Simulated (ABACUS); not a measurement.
**Al under changes of volume**

One of the cells (16.603 Å³/atom); the others are scaled copies at fixed shape and fractional positions:

```
Al
1.0
     0.00000    2.02481    2.02481
     2.02481    0.00000    2.02481
     2.02481    2.02481    0.00000
Al
1
Direct
  0.00000 0.00000 0.00000
```

```yaml
Program: ABACUS 3.10.1
Functional: LDA-PW92
Potentials_or_basis: GBRV ultrasoft 1.5 LDA
Cutoff: 544 eV
Density_cutoff: 4354 eV
Basis: plane waves
k_mesh: 9 × 9 × 9
Occupations: fermi-dirac, width 0.05 eV
Spin: no spin polarisation
```

```tsv
volume (Å³/atom)	energy over the lowest point (meV/atom)	pressure (GPa)
15.607	?	?
15.939	0.00	-0.3
16.271	2.33	-2.0
16.603	7.97	-3.5
16.935	16.54	-4.8
17.267	27.73	-6.0
17.599	41.25	-7.0
```

**Question.** What does the run at 15.607 Å³/atom give?

**Answer.** Energy over the lowest point 1.34 meV/atom; pressure 1.5 GPa.

Worked out: A Birch-Murnaghan fit of order 3 (a polynomial in V^(-2/3)) to the other rows has its minimum at 15.89 Å³/atom, just outside them, with B0 = V·E''(V) = 87 GPa and B' = 4.6. It gives 1.38 meV/atom at 15.607 Å³/atom, against the run's 1.34, and -dE/dV = 1.6 GPa, against 1.5.

Energies are extrapolated to zero smearing.
